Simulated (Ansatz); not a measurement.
# AlN (P6_3mc) in Ansatz: relaxation of cell and atoms with PBE0

Aim: the relaxation of cell and atoms of AlN with PBE0.

All numbers are computed with Ansatz 0.2.0; they aren't measurements. Logs are shortened: lines on timing, memory, paths and dates and some standing lists are left out, and cuts for length are marked.

## Step 1: Starting point

It takes space group P6_3mc (No. 186, hexagonal). The conventional cell has a = 3.113 Å, b = 3.113 Å, c = 4.981 Å, α = 90.00°, β = 90.00°, γ = 120.00°. Al (site symmetry 3m) has 4 N at 1.89 Å as nearest neighbours. Around N (site symmetry 3m) lie 4 Al at 1.89 Å.

## Step 2: Relaxation of cell and atoms, PBE0

Input file input.yaml:

```yaml
crystal:
  lattice:
    - [3.113, 0.0, 0.0]
    - [-1.5565, 2.695937082, 0.0]
    - [0.0, 0.0, 4.981]
  atoms:
    - { symbol: Al, position: [0.6666666667, 0.3333333333, 0.5] }
    - { symbol: Al, position: [0.3333333333, 0.6666666667, 0.0] }
    - { symbol: "N", position: [0.6666666667, 0.3333333333, 0.88] }
    - { symbol: "N", position: [0.3333333333, 0.6666666667, 0.38] }
hamiltonian:
  xc: pbe0
  pseudopotentials: { kind: paw }
kpoints:
  mp_grid: { grid: [6, 6, 4] }
scf:
  occupations: { method: fermi_dirac, width: 0.05 }
output:
  forces: true
  stress: true
  eigenvalues: true
relax:
  f_tol: 0.01
  max_steps: 40
  cell: { stress_tol: 0.05 }
```

Potentials or basis: Ansatz PAW.

The run is started by

```bash
ansatz run input.yaml --threads 2 --pin off --max-ram 5632MiB --backend cpu --events-out ev --progress --plain --runs-dir out
```

The program printed:

```text
Warning: RAYON_NUM_THREADS=2 ignored (pool sized by the plan → 2); use --threads N
Engine: ansatz 0.2.0, aarch64-unknown-linux-gnu
Pseudopotentials: kind: paw
Pseudopotential: Al, paw, valence charge 3, recommended cutoff 420 eV (normal), Al.paw.azcp
Pseudopotential: N, paw, valence charge 5, recommended cutoff 420 eV (normal), N.paw.azcp
Functional definition: PBE0
  parameter a = 0.25
  parameter kappa = 0.804
  parameter beta = 0.06672455060314922
  exchange = (1 - a)*pbe_x(kappa = kappa, mu = beta*pi^2/3) + a*exact_x
  correlation = pbe_c(beta = beta)
Crystal: 4 atoms, lattice volume = 41.803 Å³
Basis set: ecut = 420 eV, 809 PW (Γ), exchange–correlation on 48×48×72 points (8 copies of the dense FFT grid, shifted against one another)
Bands: 12, of which v1, the nominal top of the filled ones, is band 8 counted from 1 (7 counted from 0)
Symmetry: 12 space group operations
Space group: P63mc (ITA 186), of the structure as read, at distance tolerance 3.5e-5 Å
k-points: 21 of 144 (time reversal used)
Non-local potential: Al, projectors of the file, l = 0: 2, l = 1: 2, l = 2: 1
Non-local potential: N, projectors of the file, l = 0: 2, l = 1: 2, l = 2: 1
PAW form: soft (Blöchl's): semilocal exchange-correlation on the pseudo side does not see the compensation charge
PAW frozen core: Al, regenerated for the run's functional, and the local potential with it (the file was generated under x = pbe(κ = 0.804, μ = 0.2195149727645171), c = pbe(β = 0.06672455060314922))
PAW frozen core: N, regenerated for the run's functional, and the local potential with it (the file was generated under x = pbe(κ = 0.804, μ = 0.2195149727645171), c = pbe(β = 0.06672455060314922))
PAW one-centre angular grid: Al, 110 points (default); XC on 64 Gauss nodes
PAW one-centre angular grid: N, 110 points (default); XC on 64 Gauss nodes
Initial density: superposition of atomic densities (neutral atoms: chi_scale 0, normalization atom), corrected by the library's trained network
Initial wavefunctions: pseudopotential atomic-orbital guess
Functional: x = pbe(κ = 0.804, μ = 0.2195149727645171), c = pbe(β = 0.06672455060314922), warm-up for x = 0.75 pbe(κ = 0.804, μ = 0.2195149727645171) + 0.25 exact, c = pbe(β = 0.06672455060314922)
SCF iter   1: F=—  HF=-1848.487223 eV  |F-HF|=—  |Δ(HF+E_count)|=         —  Δρ=8.88e-4  dr2=1.49e-4  ethr=1.77e-3  ⟨swp⟩=8.6  Hψ=1411  notcnv=0
preconditioner: auto → none  [insulator: Δε(μ)=4.210 eV  Ē_g=13.127 eV  σ=0.050 eV  W_gap=1.00  n_scr=2 (ndim 8)  ℏωp=23.0 eV  f_vac=0.000  D(μ)=0.00/eV (n_scr^D=0)]
SCF iter   2: F=—  HF=-1848.487881 eV  |F-HF|=—  |Δ(HF+E_count)|=   6.58e-4  Δρ=4.61e-4  dr2=3.92e-5  ethr=9.33e-7  ⟨swp⟩=4.4  Hψ=861  notcnv=0
iter 3 solved again at ethr=2.13e-8 eV; its pass at ethr=2.45e-7 eV (dr2=3.40e-6 eV) is discarded
SCF iter   3: F=—  HF=-1848.487937 eV  |F-HF|=—  |Δ(HF+E_count)|=   5.63e-5  Δρ=1.74e-4  dr2=3.34e-6  ethr=2.13e-8  ⟨swp⟩=2.6  Hψ=912  notcnv=0
SCF iter   4: F=—  HF=-1848.487953 eV  |F-HF|=—  |Δ(HF+E_count)|=   1.60e-5  Δρ=3.89e-5  dr2=3.59e-7  ethr=2.09e-8  ⟨swp⟩=3.0  Hψ=590  notcnv=0
SCF iter   5: F=—  HF=-1848.487953 eV  |F-HF|=—  |Δ(HF+E_count)|=   1.44e-7  Δρ=8.51e-6  dr2=1.80e-8  ethr=2.24e-9  ⟨swp⟩=2.9  Hψ=469  notcnv=0
SCF iter   6: F=—  HF=-1848.487953 eV  |F-HF|=—  |Δ(HF+E_count)|=   2.81e-9  Δρ=1.36e-6  dr2=6.85e-10  ethr=1.13e-10  ⟨swp⟩=4.0  Hψ=619  notcnv=0
SCF iter   7: F=—  HF=-1848.487953 eV  |F-HF|=—  |Δ(HF+E_count)|=  9.96e-11  Δρ=4.70e-7  dr2=5.07e-11  ethr=4.28e-12  ⟨swp⟩=3.0  Hψ=500  notcnv=0
SCF iter   8: F=-1848.487953 eV  HF=-1848.487953 eV  |F-HF|=4.55e-13  |Δ(HF+E_count)|=    0.00e0  Δρ=3.50e-8  dr2=4.40e-13  ethr=1.00e-12  ⟨swp⟩=2.0  Hψ=420  notcnv=0
SCF 1 converged in 8 iterations: F = -1848.487953 eV  dr2 = 4.40e-13
Initial density: handed on by an earlier stage of this run
Initial wavefunctions: those handed on with the density
Functional: x = 0.75 pbe(κ = 0.804, μ = 0.2195149727645171) + 0.25 exact, c = pbe(β = 0.06672455060314922)
Frozen-core exchange: fock
iter 1 solved again at ethr=3.63e-5 eV; its pass at ethr=1.00e-1 eV (dr2=5.81e-3 eV) is discarded
SCF iter   1: F=—  HF=-1849.885454 eV  |F-HF|=—  |Δ(HF+E_count)|=         —  Δρ=5.96e-3  dr2=7.31e-3  ethr=3.63e-5  ⟨swp⟩=5.6  Hψ=1463  notcnv=0
preconditioner: auto → none  [insulator: Δε(μ)=6.243 eV  Ē_g=15.909 eV  σ=0.050 eV  W_gap=1.00  n_scr=2 (ndim 8)  ℏωp=23.0 eV  f_vac=0.000  D(μ)=0.00/eV (n_scr^D=0)]
SCF iter   2: F=—  HF=-1849.882849 eV  |F-HF|=—  |Δ(HF+E_count)|=   2.61e-3  Δρ=2.81e-3  dr2=2.09e-3  ethr=3.63e-5  ⟨swp⟩=2.0  Hψ=420  notcnv=0
SCF iter   3: F=—  HF=-1849.882212 eV  |F-HF|=—  |Δ(HF+E_count)|=   6.37e-4  Δρ=1.54e-4  dr2=9.04e-4  ethr=8.93e-6  ⟨swp⟩=2.0  Hψ=442  notcnv=0
SCF iter   4: F=—  HF=-1849.889248 eV  |F-HF|=—  |Δ(HF+E_count)|=   7.04e-3  Δρ=5.90e-4  dr2=1.58e-4  ethr=3.35e-8  ⟨swp⟩=5.0  Hψ=963  notcnv=0
[... 50 lines left out ...]
SCF 7 converged in 2 iterations: F = -1849.891673 eV  dr2 = 3.24e-12
  Residual-converged pass: ⟨swp⟩=3.0  Hψ=586  notcnv=0  max |occ|·‖R‖ = 1.3e-7 eV (tolerance 1.3e-7 eV)  dr2=3.52e-12  dr2_onsite=4.82e-13  max |Δocc| = 0.0e0
hybrid outer 3: dexx = +1.414e-11 eV, tail = 7.63e-12 eV, Δε = 4.62e-6 eV (about 6.00e-7 eV left of the loop's levels), ΔF = 1.56e-4 eV/Å (tail 6.31e-5)
relax step   2: F+E_penalty+E_count = -1849.89167284 eV  Δ(F+E_penalty+E_count) = -2.332e-3 eV  max|allowed force component| = 9.643e-2 eV/Å  Δτ_max = 0.0014 Å  P = -0.777 GPa  Ω = 41.631 Å³  energy of the carried Pulay correction = +4.183e-4 eV  (12 SCF iters, accepted)
[... 84 lines left out ...]
SCF iter   3: F=—  HF=-1849.892474 eV  |F-HF|=—  |Δ(HF+E_count)|=   2.54e-8  Δρ=7.32e-6  dr2=9.18e-9  ethr=1.12e-10  ⟨swp⟩=2.1  Hψ=426  notcnv=0  defer=2
SCF iter   4: F=—  HF=-1849.892474 eV  |F-HF|=—  |Δ(HF+E_count)|=   1.02e-7  Δρ=6.29e-6  dr2=1.34e-8  ethr=1.50e-11  ⟨swp⟩=5.2  Hψ=966  notcnv=0  defer=51
iter 5 solved again at ethr=1.00e-12 eV; its pass at ethr=1.50e-11 eV (dr2=4.14e-11 eV) is discarded
SCF iter   5: F=—  HF=-1849.892474 eV  |F-HF|=—  |Δ(HF+E_count)|=   4.84e-9  Δρ=3.17e-7  dr2=9.15e-11  ethr=1.00e-12  ⟨swp⟩=2.0  Hψ=1333  notcnv=0
SCF iter   6: F=—  HF=-1849.892474 eV  |F-HF|=—  |Δ(HF+E_count)|=  6.59e-10  Δρ=7.15e-7  dr2=1.91e-10  ethr=1.00e-12  ⟨swp⟩=4.4  Hψ=810  notcnv=0
SCF iter   7: F=-1849.892474 eV  HF=-1849.892474 eV  |F-HF|=6.03e-11  |Δ(HF+E_count)|=  6.93e-11  Δρ=1.20e-8  dr2=9.89e-13  ethr=1.00e-12  ⟨swp⟩=3.1  Hψ=553  notcnv=0
SCF 15 converged in 7 iterations: F = -1849.892474 eV  dr2 = 9.89e-13
  Residual-converged pass: ⟨swp⟩=3.0  Hψ=582  notcnv=0  max |occ|·‖R‖ = 1.2e-7 eV (tolerance 1.3e-7 eV)  dr2=9.59e-13  dr2_onsite=6.73e-15  max |Δocc| = 0.0e0
hybrid outer 1: dexx = +1.043e-7 eV, tail = 4.29e-10 eV
Frozen-core exchange: fock
SCF iter   1: F=—  HF=-1849.892474 eV  |F-HF|=—  |Δ(HF+E_count)|=         —  Δρ=3.64e-7  dr2=2.42e-11  ethr=1.34e-11  ⟨swp⟩=14.0  Hψ=1183  notcnv=2
SCF iter   2: F=-1849.892474 eV  HF=-1849.892474 eV  |F-HF|=1.82e-12  |Δ(HF+E_count)|=  7.96e-12  Δρ=1.13e-7  dr2=1.56e-12  ethr=1.00e-12  ⟨swp⟩=2.0  Hψ=420  notcnv=0
SCF 16 converged in 2 iterations: F = -1849.892474 eV  dr2 = 1.56e-12
  Residual-converged pass: ⟨swp⟩=3.0  Hψ=588  notcnv=0  max |occ|·‖R‖ = 4.8e-8 eV (tolerance 1.3e-7 eV)  dr2=1.08e-12  dr2_onsite=5.43e-14  max |Δocc| = 0.0e0
hybrid outer 2: dexx = +5.286e-12 eV, tail = 3.43e-12 eV, Δε = 5.00e-6 eV (about 4.55e-7 eV left of the loop's levels), ΔF = 1.89e-6 eV/Å (tail 4.78e-6)
relax step   6: F+E_penalty+E_count = -1849.89247367 eV  Δ(F+E_penalty+E_count) = +6.744e-4 eV  max|allowed force component| = 1.742e-4 eV/Å  Δτ_max = 0.0000 Å  P = -0.036 GPa  Ω = 41.476 Å³  stress off target by 3.68e-2 GPa  SCF on the basis re-selected at this cell (its energy is not comparable with the rows above)  (9 SCF iters)
basis re-selected at this cell: Δ(F+E_penalty+E_count) = +6.744e-4 eV, ΔP = -0.036 GPa vs the last step (what re-selecting the basis moved, of the pressure what is left beyond the Pulay correction that the steps carried, after the strain that the cell walked since its last selection, with what the two solves' SCF thresholds leave and, on support functions, any second-order correction that the steps lacked; it is no measure of the basis error at this ecutwfc). This SCF's stress stands 3.68e-2 GPa from its target on what of the cell is left free (relax.cell.stress_tol is 5.00e-2 GPa) and its largest allowed force component is 1.74e-4 eV/Å (relax.f_tol is 1.00e-2 eV/Å): within both
hybrid SCF converged: 2 outer / 9 inner (+0 warm-up), last move |dexx| = 5.29e-12 eV, tail = 3.43e-12 eV
Stability not checked: this state was not tested for a lower state beside it, because the functional holds exact exchange (a hybrid, or Hartree-Fock), whose exchange loop this test does not read (fock_operator; see scf.lower_state_search)
Free energy (F): -1849.892474 eV
Frozen-core exchange: fock
Harris-Foulkes:  -1849.892474 eV  (|F-HF|=1.82e-12)
Internal energy: -1849.892474 eV  (E = F + TS)
E sigma→0 (E₀):  -1849.892474 eV
Fermi energy:    9.112195 eV
--- Per-component energies (eV) ---
  E_band       = 2.261000
  E_kinetic    = 320.743713
  E_local      = -446.266859  (includes V_loc(G=0)·N_el)
  E_nonlocal   = 108.632670
  E_hartree    = 155.960428
  E_xc         = -158.131928
  E_vxc        = -167.961753  (∫ρ·V_xc dr)
  E_exx        = -42.549141  (= α·E_x^exact, valence–valence)
  E_paw        = -1194.930327  (= ΣΔE_a)
  E_vpaw       = -39.709517  (= ΣTr[D̂ρ^β])
  E_aug_tail   = 0.000192  (compensation charges beyond the density's cutoff)
  E_ewald      = -593.220189
  E_core_change = -0.131034  (= ΣΔE_core)
  E_smearing   = -0.000000  (= −TS)
  E_closure    = -0.000000  (closes the sum)
  Σ components = -1849.892474   (vs F -1849.892474, Δ=2.27e-13)
--- Forces (eV/Å), atoms counted from 1 ---
  atom   1  Al     0.00000000     0.00000000    -0.00018308
  atom   2  Al     0.00000000    -0.00000000    -0.00018308
  atom   3  N      0.00000000    -0.00000000     0.00016526
  atom   4  N      0.00000000     0.00000000     0.00016526
  max |Σ_I F_I| component: 3.56e-5 eV/Å
--- Stress (GPa, compression-positive) ---
       -0.036807       0.000000      -0.000000
        0.000000      -0.036807       0.000000
       -0.000000       0.000000      -0.034450
  P = ⅓ Tr σ = -0.0360 GPa (-0.360 kbar)
--- Band table (eV; the first three rows and the last of 21) ---
  k-point 0: bands = ["-10.8168", "-8.5161", "-0.6186", "4.9595", "4.9595", "5.6828", "5.6828", "5.9349", "12.2825", "14.8867", "19.2246", "19.5232"]
  k-point 1: bands = ["-10.5617", "-8.9770", "0.2551", "4.6543", "5.0593", "5.0593", "5.5701", "5.5701", "13.2888", "15.0195", "18.8238", "19.4815"]
  k-point 2: bands = ["-9.8620", "-9.8620", "2.3118", "2.3118", "5.3082", "5.3082", "5.3082", "5.3082", "14.6989", "14.6989", "18.7810", "18.7810"]
  k-point 20: bands = ["-8.0935", "-8.0935", "0.6530", "0.6530", "1.7092", "1.7092", "5.0560", "5.0560", "15.6094", "15.6094", "16.0543", "16.0543"]
--- Relaxed structure (5 steps of the walk, 5 accepted, 1 SCFs on fresh bases) ---
  F+E_penalty+E_count = -1849.89247367 eV   max|allowed force component| = 1.742e-4 eV/Å   (the final SCF, on the basis selected at the relaxed cell)
  cell:  # Å, volume = 41.4758 Å³
    - [3.1048108404723025, 3.030597824061318e-19, 8.464863603653738e-84]
    - [-1.5524054202361512, 2.6888450617943285, -4.365718836742041e-84]
    - [1.3544325605412902e-83, -2.4626046555296188e-85, 4.96814034921848]
  atoms:
    - { symbol: Al, position: [0.6666666666666665, 0.33333333333333326, 0.4989820237279162] }
    - { symbol: Al, position: [0.33333333333333326, 0.6666666666666665, -0.0010179762720838156] }
    - { symbol: N, position: [0.6666666666666665, 0.33333333333333326, 0.8810179762720837] }
    - { symbol: N, position: [0.33333333333333326, 0.6666666666666665, 0.3810179762720839] }
```

Wall time 69 s (2 threads of Arm Neoverse V1, shared host); peak memory 0.86 GiB.

What came out:

| Item | Value |
| --- | --- |
| Free energy | -1849.8925 eV |
| Relaxed volume | 10.37 Å³/atom |
| Relaxed cell | a = 3.105 Å, b = 3.105 Å, c = 4.968 Å, α = 90.00°, β = 90.00°, γ = 120.00° |
| Space group after relaxing (to 0.05 Å) | P6_3mc (No. 186) |
| Energy gained by relaxing | 0.8 meV/atom |
| Ionic steps | 6 |
| Pressure after relaxing | 0.0 GPa |
| Band gap on the k mesh | 6.35 eV, direct |

Step by step:
```
step  energy change (eV)  largest force (eV/Å)  volume (Å³)
   1              0.0000                0.1301        41.80
   2             -0.0023                0.0964        41.63
   3             -0.0038                0.0197        41.46
   4             -0.0038                0.0023        41.48
   5             -0.0038                0.0001        41.48
   6             -0.0031                0.0002        41.48
```

Final structure:
```
CELL_PARAMETERS angstrom
3.10481 0.00000 0.00000
-1.55241 2.68885 0.00000
0.00000 0.00000 4.96814
ATOMIC_POSITIONS crystal
Al 0.66667 0.33333 0.49898
Al 0.33333 0.66667 0.99898
N 0.66667 0.33333 0.88102
N 0.33333 0.66667 0.38102
```

Caveat: the plane-wave basis is chosen anew once the cell has moved, so the energies of steps on either side of that aren't comparable; the pressure holds a Pulay correction of +0.4 GPa for the finite cutoff; the PAW data sets come from PBE, with cores solved anew for the run's functional, which leaves a small shift of forces and pressure.
